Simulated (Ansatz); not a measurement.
**Calculated O-17 NMR of the central transition for SiO2**

Cell: a Materials Project structure (computed, not necessarily an observed phase), atoms as given.

Space group I4/mmm (No. 139); a = 8.9441, c = 5.2235 Å.

| site | Wyckoff | site symmetry | x | y | z |
| --- | --- | --- | --- | --- | --- |
| Si | 8h | m.2m | 0.1769 | 0.1769 | 0.0000 |
| O5 | 8f | ..2/m | 0.2500 | 0.2500 | 0.2500 |
| O9 | 8i | m2m. | 0.2085 | 0.0000 | 0.0000 |

One atom of each set is listed; the run and its k-mesh use a cell of 12 atoms with edges of 6.84, 6.84, 6.84 Å.

Computed with Ansatz: DFT, r2SCAN, plane waves and PAW (field gradients read without the response of the frozen cores, which leaves them typically 4 to 6 % off), scalar-relativistic, 500 eV cutoff, Γ-centred 5×5×5 k-points, Fermi–Dirac smearing 0.02 eV.

O-17 has I = 5/2 and Q = -25.58 mb (Pyykkö 2018); at 35.2 T its Larmor frequency is ν₀ = 203.3 MHz. Only the quadrupole interaction is simulated: positions count from each site's isotropic chemical shift, and J coupling is left out, as are shift anisotropy and dipolar coupling, which fast spinning averages.

Q: Simulate the second-order pattern (fast magic-angle spinning, Gaussian broadening 0.2 kHz) of site O5 (2 Si at 1.60 Å, angle 180°).

A: The calculation gives C_Q = -6.55 MHz and η = 0.00, so ν_Q = 0.982 MHz and the centre of gravity lies at -6.23 ppm (-1.27 kHz).

| offset (kHz) | height |
| --- | --- |
| -3.292 | 0 |
| -3.195 | 2 |
| -3.098 | 5 |
| -3.000 | 6 |
| -2.903 | 7 |
| -2.806 | 7 |
| -2.709 | 7 |
| -2.612 | 7 |
| -2.515 | 7 |
| -2.418 | 8 |
| -2.321 | 8 |
| -2.224 | 9 |
| -2.127 | 18 |
| -2.030 | 51 |
| -1.932 | 83 |
| -1.835 | 76 |
| -1.738 | 60 |
| -1.641 | 53 |
| -1.544 | 49 |
| -1.447 | 47 |
| -1.350 | 46 |
| -1.253 | 46 |
| -1.156 | 47 |
| -1.059 | 48 |
| -0.962 | 51 |
| -0.865 | 55 |
| -0.767 | 62 |
| -0.670 | 76 |
| -0.573 | 100 |
| -0.476 | 99 |
| -0.379 | 46 |
| -0.282 | 8 |

At O5 V_zz points along the line of its two bonds (within 1°).

Hardware: 1 thread of Intel Xeon Platinum 8259CL CPU @ 2.50GHz (Skylake/Cascade Lake) (x86_64; 16 cores open to the job, memory cap 3.0 GiB, no GPU), a shared host with a load of 0.6 a core. Wall time 32 s, CPU time 32 s, peak memory 1.1 GiB.
